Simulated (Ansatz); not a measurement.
A surface is cut from this relaxed crystal of TiAl:

```
CELL_PARAMETERS angstrom
2.81056 0.00000 0.00000
0.00000 2.81056 0.00000
0.00000 0.00000 4.06500
ATOMIC_POSITIONS crystal
Ti 0.00000 0.00000 0.00000
Al 0.50000 0.50000 0.50000
```

Miller indices refer to the conventional cell of P4/mmm (No. 123), a = 2.811 Å, b = 2.811 Å, c = 4.065 Å, α = 90.00°, β = 90.00°, γ = 90.00°.

The (001) slab of 7 planes, 12.2 Å thick with 15 Å of vacuum as cut; outer planes Al (top) and Al (bottom).

Method: DFT r2SCAN, scalar-relativistic, plane waves, PAW (Ansatz). Cutoff 500 eV; k points 12×12×1 on the computed 7-atom cell (Γ-centred); Gaussian smearing, width 0.10 eV; no spin polarisation. The cell repeats along c with a dipole correction in the vacuum.

The slab isn't stoichiometric (Ti3Al4), so its surface energy depends on the chemical potentials; it is given with the excess atoms taken from the element's standard state, a limit at which the compound may itself be unstable, so the figure can be too low.

With the atoms at the bulk's places:

For the slab as cut, the surface energy with the excess atoms taken from the elements is 1.42 J/m². The work function is 4.29 eV.

Problem. What changes when all atoms relax within this surface cell and its symmetry?

Solution. The energy falls by 0.079 J/m² a face, and the largest move is 0.14 Å.

* Surface energy with the excess atoms taken from the elements: 1.34 J/m²
* Work function: 4.18 eV

```json
{"plane (bottom to top)": "1", "atoms": "Al", "spacing to next, bulk (Å)": "2.033", "relaxed (Å)": "1.885", "change (%)": "-7.3"}
{"plane (bottom to top)": "2", "atoms": "Ti", "spacing to next, bulk (Å)": "2.033", "relaxed (Å)": "2.051", "change (%)": "+0.9"}
{"plane (bottom to top)": "3", "atoms": "Al", "spacing to next, bulk (Å)": "2.033", "relaxed (Å)": "2.023", "change (%)": "-0.5"}
{"plane (bottom to top)": "4", "atoms": "Ti", "spacing to next, bulk (Å)": "2.033", "relaxed (Å)": "2.023", "change (%)": "-0.5"}
{"plane (bottom to top)": "5", "atoms": "Al", "spacing to next, bulk (Å)": "2.033", "relaxed (Å)": "2.051", "change (%)": "+0.9"}
{"plane (bottom to top)": "6", "atoms": "Ti", "spacing to next, bulk (Å)": "2.033", "relaxed (Å)": "1.885", "change (%)": "-7.3"}
{"plane (bottom to top)": "7", "atoms": "Al", "spacing to next, bulk (Å)": "", "relaxed (Å)": "", "change (%)": ""}
```